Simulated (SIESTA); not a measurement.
Crystal: GaSb.

```
CELL_PARAMETERS angstrom
0.00000 3.05900 3.05900
3.05900 0.00000 3.05900
3.05900 3.05900 0.00000
ATOMIC_POSITIONS crystal
Sb 0.75000 0.75000 0.75000
Ga 0.00000 0.00000 0.00000
```

Base run:

```yaml
Program: SIESTA 5.4.2
Functional: PBE
Potentials_or_basis: PseudoDojo 0.4 stringent (PBE files)
Basis: DZP (energy shift 0.003 Ry; two zetas on semicore shells)
Grid_cutoff: 800 Ry
Energy_shift: 0.003 Ry
k_mesh: 8 × 8 × 8
Occupations: fermi-dirac, width 0.05 eV
Spin: no spin polarisation
```

Its results: band gap on the k mesh 0.84 eV, direct; pressure -1.5 GPa.

After a change of settings the same cell gave: band gap on the k mesh 0.11 eV, direct; pressure 3.2 GPa. Which change was it?
A. potentials or basis from PseudoDojo 0.4 stringent (PBE files) to SG15 1.2 (PBE files) or PseudoDojo by element; valence electrons from 44 to 28
B. potentials or basis from PseudoDojo 0.4 stringent (PBE files) to PseudoDojo 0.4 standard (PBE files); basis from DZP (energy shift 0.003 Ry; two zetas on semicore shells) to SZ (energy shift 0.003 Ry); valence electrons from 44 to 28
C. functional from PBE to RPBE; potentials or basis from PseudoDojo 0.4 stringent (PBE files) to PseudoDojo 0.4 standard (PBE files); valence electrons from 44 to 28
D. functional from PBE to LDA; potentials or basis from PseudoDojo 0.4 stringent (PBE files) to PseudoDojo 0.4 standard (LDA files); valence electrons from 44 to 28

A.

Caveats: spin-orbit coupling is left out, which moves the levels of the heavy elements; the basis of atomic orbitals isn't converged, which shifts pressures, moduli and gaps; short orbitals over semicore shells can move pressures by several GPa (some runs); the valence orbitals were made in a potential fitted to the semicore shell under them, which widens gaps by tenths of an eV or more (some runs).
